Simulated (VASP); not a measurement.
A run of VASP 6.6.1:

File INCAR:

```
  PREC = Accurate
  ENCUT = 520
  EDIFF = 1E-6
  ISMEAR = 0
  SIGMA = 0.1
  LREAL = F
  LASPH = T
  NELM = 80
  ALGO = Normal
  ISIF = 2
  LWAVE = F
  LCHARG = F
  GGA = PE
  NBANDS = 11
```

File KPOINTS:

```
regular mesh
0
Gamma
  12 12 12
```

POSCAR

```
Sr
1.0
   -2.5372290000      2.5372290000      2.5372290000
    2.5372290000     -2.5372290000      2.5372290000
    2.5372290000      2.5372290000     -2.5372290000
Sr
1
Direct
    0.0000000000      0.0000000000      0.0000000000
```

Potentials or basis: VASP PAW PBE potentials, release 64 (Sr_sv).

Command:

```console
$ cat potpaw_PBE.64/Sr_sv/POTCAR > POTCAR
$ mpirun -np 1 vasp_std > vasp.out
```

Hardware: 1 thread of Intel(R) Xeon(R) Platinum 8559C (Emerald Rapids), on a shared host.

Task: How long does it take, and how much memory?

Result: It took 24 s on 1 thread of Intel(R) Xeon(R) Platinum 8559C (Emerald Rapids), on a shared host, peak memory 0.22 GiB. Counts: scf iterations 11, k points 72.
